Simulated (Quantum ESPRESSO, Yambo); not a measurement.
Planning a run of Yambo 5.3.0 on AlN (F-43m). The input:

```
optics
bss
bse
em1s
dipoles
rim_cut
RandQpts= 1000000
RandGvec= 1 RL
Chimod= "HARTREE"
BSKmod= "SEX"
BSEmod= "resonant"
BSSmod= "d"
BSENGexx= 20 Ry
BSENGBlk= 4 Ry
% BSEQptR
 1 | 1 |
%
% BSEBands
 2 | 5 |
%
% BEnRange
 0 | 8 | eV
%
% BDmRange
 0.1 | 0.1 | eV
%
BEnSteps= 161
% BLongDir
 1 | 0 | 0 |
%
% BndsRnXs
 1 | 12 |
%
NGsBlkXs= 4 Ry
% LongDrXs
 1 | 1 | 1 |
%
% KfnQP_E
 1.326 | 1.0 | 1.0 |
%
WRbsWF
FFTGvecs= 32 Ry
```

```sh
OMP_NUM_THREADS=1 mpirun -n 8 yambo -F bse12.in -J bse12 -C bse12 > bse12.log
```

The stored states that it reads are on a 10×10×10 mesh. It takes space group F-43m (No. 216, cubic). Conventional cell: a = 4.368 Å, b = 4.368 Å, c = 4.368 Å, α = 90.00°, β = 90.00°, γ = 90.00°. Al has 4 N at 1.89 Å nearest. N has 4 Al at 1.89 Å nearest. Farther neighbours and most contacts between anions are not listed.

Q: How long will it take on 8 MPI ranks of Intel Xeon at 2.60GHz (Ice Lake), shared host, and how much memory?

It took 83 s; on shared hardware allow 41 s to 2.8 min. Peak host memory was 4.8 GiB.

The kernel grows as the square of the matrix size, and full diagonalisation as its cube.

[Paths, hosts, dates, memory and timing lines, banners, echoed tables and standing remarks are left out of the program output.]

[Logs are printed without paths, hosts, clocks, repeated set-up lines and the standing remarks that a program may print on its own settings, such as how far it seeks lower states.]

[Runs of the session that timed out or met a known fault of the program may be left out.]

[Hosts, paths, dates, database ids (printed as entryN), source tags and the programs' standing remarks are cut or masked in the printed files.]
